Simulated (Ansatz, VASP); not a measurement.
# Sr in VASP and in Ansatz

The input INCAR:

```
ALGO     = Normal         # electronic algorithm
EDIFF    = 1E-7           # SCF threshold, eV
ENCUT    = 520            # plane-wave cutoff, eV
GGA      = PE             # functional
ISIF     = 2              # what is computed and relaxed
ISMEAR   = -1             # smearing method
LASPH    = True           # aspherical terms in the spheres
LCHARG   = False          # write CHGCAR
LREAL    = False          # projectors in reciprocal space
LWAVE    = False          # write WAVECAR
NBANDS   = 11             # bands
NELM     = 100            # most SCF steps
PREC     = Accurate       # precision mode
SIGMA    = 0.05           # smearing width, eV
```

Contents of KPOINTS:

```
k-points
0
Gamma
  5 5 5
```

File POSCAR:

```
Sr
1.0
   -2.4250000000      2.4250000000      2.4250000000
    2.4250000000     -2.4250000000      2.4250000000
    2.4250000000      2.4250000000     -2.4250000000
Sr
1
Direct
    0.0000000000      0.0000000000      0.0000000000
```

Input for Ansatz:

```yaml
crystal:
  lattice:
    - [-2.425, 2.425, 2.425]
    - [2.425, -2.425, 2.425]
    - [2.425, 2.425, -2.425]
  atoms:
    - { symbol: Sr, position: [0.0, 0.0, 0.0] }
kpoints:
  mp_grid: { grid: [5, 5, 5] }
scf:
  occupations: { method: fermi_dirac, width: 0.05 }
hamiltonian:
  xc: pbe
  pseudopotentials: { kind: all_electron, lapw: { basis_error: 0.0005 } }
output:
  forces: true
  stress: true
  eigenvalues: true
```

Alike in both runs: task single point; functional PBE; k mesh 5 × 5 × 5; occupations fermi-dirac, width 0.05 eV; no spin polarisation.

|  | VASP | Ansatz |
| --- | --- | --- |
| version | VASP 6.6.1 | Ansatz 0.2.0 |
| potentials or method | VASP PAW PBE potentials, release 64 (Sr_sv) | all-electron LAPW, scalar-relativistic |
| plane-wave cutoff (eV) | 520 | see its input |

VASP gave:

- pressure (GPa): -0.6

Which values does Ansatz return?

Pressure (GPa): -0.5.

Ansatz ran all-electron here, so the differences hold the error of VASP's frozen core and of both bases.

Caveats: the k mesh is coarse (spacing up to 0.37 Å⁻¹), so the values aren't converged.
